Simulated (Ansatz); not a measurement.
# Equation of state of TiB2

```cif
data_structure
_symmetry_space_group_name_H-M 'P6/mmm'
_symmetry_Int_Tables_number 191
_cell_length_a 3.0292
_cell_length_b 3.0292
_cell_length_c 3.2284
_cell_angle_alpha 90.000
_cell_angle_beta 90.000
_cell_angle_gamma 120.000
_cell_volume 25.66
loop_
_atom_site_label
_atom_site_type_symbol
_atom_site_symmetry_multiplicity
_atom_site_Wyckoff_symbol
_atom_site_fract_x
_atom_site_fract_y
_atom_site_fract_z
_atom_site_occupancy
Ti1 Ti 1 a 0.00000 0.00000 0.00000 1
B1 B 2 d 0.33333 0.66667 0.50000 1
```

The runs use the primitive cell with vectors (3.029, 0.000, 0.000), (-1.515, 2.623, 0.000), (0.000, 0.000, 3.228) Å, to which the k mesh refers.

The cell is COD entry 2002799, as deposited and not checked against the literature; nothing was relaxed.

Methods: DFT, PBE, all-electron LAPW, scalar-relativistic (Ansatz 0.2.0); DFT, PBE, PAW with Ansatz's default frozen-core files, scalar-relativistic (Ansatz 0.2.0).

For LAPW: a Γ-centred 15×15×13 k mesh, Fermi–Dirac smearing of 0.08 eV, basis error target 1 meV/atom, no spin polarisation. PAW takes a cutoff of 420 eV at this cell. The Ansatz runs share mesh, smearing and spin set-up. Plane-wave (PAW) pressures include the program's estimate of the Pulay term.

The cell above is scaled evenly, with fractional coordinates and shape held.

| V/V(cell) | V (Å³/atom) | P, LAPW (GPa) | P, PAW (GPa) | free energy over the lowest listed, PAW (meV/atom) |
| --- | --- | --- | --- | --- |
| 0.9400 | 8.039 | 18.09 | 18.08 | 28.0 |
| 0.9600 | 8.210 | 11.56 | 11.55 | 12.2 |
| 0.9800 | 8.381 | 5.63 | 5.63 | 3.1 |
| 0.9900 | 8.466 | 2.88 | 2.87 | 0.8 |
| 1.0000 | 8.552 | 0.26 | 0.25 | 0.0 |
| 1.0100 | 8.637 | -2.24 | -2.24 | 0.5 |
| 1.0200 | 8.723 | -4.62 | -4.62 | 2.4 |
| 1.0400 | 8.894 | -9.05 | -9.05 | 9.7 |
| 1.0600 | 9.065 | ? | ? | ? |

Q: Fill in the row V/V(cell) = 1.0600.

A: P, LAPW (GPa) = -13.07, P, PAW (GPa) = -13.07, free energy over the lowest listed, PAW (meV/atom) = 21.6.

Q: What do Birch–Murnaghan fits to the pressures give?

A: LAPW: V0 = 8.56 Å³/atom, B0 = 255 GPa, B0′ = 3.9; PAW: V0 = 8.56 Å³/atom, B0 = 255 GPa, B0′ = 3.9.

PAW's V0 lies 0.00 % from the all-electron value and its B0 0.0 %. With shape and internal coordinates held, B0 is an upper bound to the relaxed modulus.
